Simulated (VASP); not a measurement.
Sb:

```xyz
2
Lattice="2.1542 1.2437 3.7580 -2.1542 1.2437 3.7580 0.0000 -2.4875 3.7580" Properties=species:S:1:pos:R:3 pbc="T T T"
Sb    0.0000    0.0000    2.6324
Sb    0.0000    0.0000    8.6416
```

| Quantity | Value |
| --- | --- |
| Program | VASP 6.6.1 |
| Task | relaxation of cell and atoms |
| Functional | PBE |
| Dispersion | D3(BJ) |
| Potentials or basis | VASP PAW PBE potentials, release 64 (Sb) |
| Cutoff | 600 eV |
| k mesh | 10 × 10 × 10 |
| Occupations | methfessel-paxton, width 0.1 eV |
| Spin | no spin polarisation |

At the start: pressure 0.2 GPa; volume 30.21 Å³/atom.

Q: How do energy, volume and symmetry change on relaxing?

A: Over 8 steps the energy falls by 4.4 meV/atom and the volume is 29.79 Å³/atom (-1.4 %); space group R-3m (No. 166, to 0.05 Å).

The path:
```tsv
step	energy change (eV)	largest force (eV/Å)	pressure (GPa)	volume (Å³)
1	0.0000	0.2263	0.19	60.41
2	-0.0039	0.0906	-0.45	60.73
3	-0.0042	0.0363	-0.72	60.87
4	-0.0070	0.0165	-0.44	60.34
5	-0.0086	0.0081	-0.02	59.62
6	-0.0086	0.0108	0.03	59.54
7	-0.0087	0.0090	0.01	59.55
8	-0.0087	0.0060	-0.02	59.58
```

Final structure:
```
Sb
1.0
     2.16249    1.24852    3.67769
    -2.16249    1.24852    3.67769
     0.00000   -2.49703    3.67769
Sb
2
Direct
  0.23650 0.23650 0.23650
  0.76350 0.76350 0.76350
```

Caveat: pairwise dispersion overbinds metals, which lowers pressure and volume.
